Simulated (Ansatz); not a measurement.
# In3AuF3: the cost of one run

Method: DFT PBE, scalar-relativistic, plane waves, PAW, unless a step names another level, in Ansatz 0.2.0.

7 further runs of the same task are left out: 3 that didn't finish, 4 set aside as unsound or not needed.

## (1) Starting point

The structure is cubic, space group Pm-3m (No. 221). Conventional cell: a = 5.280 Å, b = 5.280 Å, c = 5.280 Å, α = 90.00°, β = 90.00°, γ = 90.00°. In (site symmetry 4/mmm) is surrounded by 4 F at 2.64 Å and 2 Au at 2.64 Å. Au (site symmetry m-3m) has 6 In at 2.64 Å as nearest neighbours. Around F (site symmetry 4/mmm) lie 4 In at 2.64 Å.

Structure file:

```cif
data_structure
_symmetry_space_group_name_H-M 'Pm-3m'
_symmetry_Int_Tables_number 221
_cell_length_a 5.2798
_cell_length_b 5.2798
_cell_length_c 5.2798
_cell_angle_alpha 90.000
_cell_angle_beta 90.000
_cell_angle_gamma 90.000
_cell_volume 147.18
loop_
_atom_site_label
_atom_site_type_symbol
_atom_site_symmetry_multiplicity
_atom_site_Wyckoff_symbol
_atom_site_fract_x
_atom_site_fract_y
_atom_site_fract_z
_atom_site_occupancy
In1 In 3 d 0.50000 0.00000 0.00000 1
Au1 Au 1 a 0.00000 0.00000 0.00000 1
F1 F 3 c 0.00000 0.50000 0.50000 1
```

It came out lowest among 21 distinct ends of the trial cells. At a tolerance of 0.05 Å it has space group Pm-3m (No. 221).

## (2) A stricter relaxation, on the response runs' mesh and smearing

input.yaml reads:

```yaml
crystal:
  lattice:
    - [5.2797606692, 0.0, 0.0]
    - [0.0, 5.2797606692, 0.0]
    - [0.0, 0.0, 5.2797606692]
  atoms:
    - { symbol: In, position: [0.5, 0.0, 0.0] }
    - { symbol: In, position: [0.0, 0.5, 0.0] }
    - { symbol: In, position: [0.0, 0.0, 0.5] }
    - { symbol: Au, position: [0.0, 0.0, 0.0] }
    - { symbol: F, position: [0.0, 0.5, 0.5] }
    - { symbol: F, position: [0.5, 0.0, 0.5] }
    - { symbol: F, position: [0.5, 0.5, 0.0] }
basis:
  ecutwfc: 420
kpoints:
  mp_grid: { grid: [6, 6, 6] }
hamiltonian:
  xc: pbe
scf:
  occupations: { method: gaussian, width: 0.1 }
output:
  forces: true
  stress: true
  eigenvalues: true
relax:
  adjacent_minimum: "off"
  f_tol: 0.001
  max_steps: 60
  cell: { stress_tol: 0.01 }
```

On the command line:

```
ansatz run input.yaml --threads 3 --pin off --max-ram 7680MiB --backend cpu --events-out ev --progress --plain --runs-dir out
```

What time and memory should one allow on 3 threads of Arm Neoverse V1, shared host?

About 12 s, with a peak of 0.52 GiB.
